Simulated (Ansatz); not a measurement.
## A series in volume per atom on VN

Periodic Kohn-Sham DFT of a crystal at fixed atoms; pressure and stress are positive in compression; the energy is the free energy less that of spherical unpolarised free atoms; site moments are those in the method's own spheres, positive along +z. The results are calculated, by Ansatz 0.2.0.

Cell of the first row (space group Fm-3m, No. 225):
```
cell vectors (Å)
   0.0000     2.0219     2.0219
   2.0219     0.0000     2.0219
   2.0219     2.0219     0.0000
atoms (fractions of the cell vectors)
V   0.00000  0.00000  0.00000
N   0.50000  0.50000  0.50000
```

Settings of every row: method all-electron LAPW; functional PBE; relativity scalar; k mesh 14x14x14; filling fermi-dirac; smearing width 0.08 eV; basis error target 1 meV/atom; nucleus gaussian.

Atom:
```
element  start moment (bohr magneton)
      V                           1.5
      N                             0
```

```
row  volume per atom (Å³)  energy less free atoms (eV/atom)  pressure (GPa)
  1                 8.265                           -9.3537          19.068
  2                  8.27                           -9.3543          18.858
  3                 8.441                           -9.3702          11.124
  4                 8.529                           -9.3753           7.461
  5                 8.617                           -9.3784            3.99
  6                 8.793                           -9.3792          -2.416
  7                 8.881                                 ?               ?
  8                 8.969                           -9.3734          -8.168
  9                 9.057                           -9.3682         -10.821
 10                 9.145                           -9.3615         -13.334
 11                  9.32                           -9.3443         -17.971
```

Cell moment is 0 bohr magneton in every row.

Question: what energy less free atoms and pressure should row 7 give?

Worked fit of energy less free atoms. Take u = (V_r/V)^(2/3) − 1 with V_r = 8.705 Å³ an atom, which is twice the finite (Eulerian) strain; such expansions in the strain, on which the Birch-Murnaghan equation of state is built, carry the rest volume and the bulk modulus. The shown rows have u = 0.03518, 0.03477, 0.02074, 0.01371, 0.0068, -0.00668, -0.01972, -0.02608, -0.03234, -0.04449. Least squares give energy less free atoms = −9.3797 + 0.0607 × u + 19.261 × u² eV/atom; a straight line predicts inner rows, each left out in turn, worse (root mean square 0.011 against 3.8e-05 eV/atom). The rows lie off it by 0.0000, 0.0000, 0.0000, -0.0001, 0.0000, 0.0000, 0.0000, 0.0000, 0.0000, 0.0000. Its lowest point lies at u = -0.0016, or V = 8.726 Å³ an atom, and the curvature there gives the bulk modulus at fixed shape and fractions, B = (4/9)(1 + u)² E″(u)/V = 313 GPa. The withheld row has u = -0.01326, so the fit gives −9.3797 + 0.0607 × (-0.01326) + 19.261 × (-0.01326)² = -9.3771 eV/atom.

The calculation gave -9.3771 eV/atom. The fit meets it to the printed digit.

Worked fit of pressure. Take u = (V_r/V)^(2/3) − 1 with V_r = 8.705 Å³ an atom, which is twice the finite (Eulerian) strain; such expansions in the strain, on which the Birch-Murnaghan equation of state is built, carry the rest volume and the bulk modulus. The shown rows have u = 0.03518, 0.03477, 0.02074, 0.01371, 0.0068, -0.00668, -0.01972, -0.02608, -0.03234, -0.04449. Least squares give pressure = 0.7011 + 474.823 × u + 1303.49 × u² + 1420 × u³ GPa; a parabola predicts inner rows, each left out in turn, worse (root mean square 0.026 against 0.0085 GPa). The rows lie off it by -0.012, 0.012, 0.002, 0.001, -0.001, -0.003, -0.002, 0.000, 0.005, -0.002 (root mean square 0.0058 GPa). The pressure vanishes at u = -0.0015, or V = 8.724 Å³ an atom, and there the bulk modulus at fixed shape and fractions is B = −V dP/dV = (2/3)(1 + u) dP/du = 314 GPa. The withheld row has u = -0.01326, so the fit gives 0.7011 + 474.823 × (-0.01326) + 1303.49 × (-0.01326)² + 1420 × (-0.01326)³ = -5.369 GPa.

The calculation gave -5.369 GPa. The fit meets it to the printed digit.
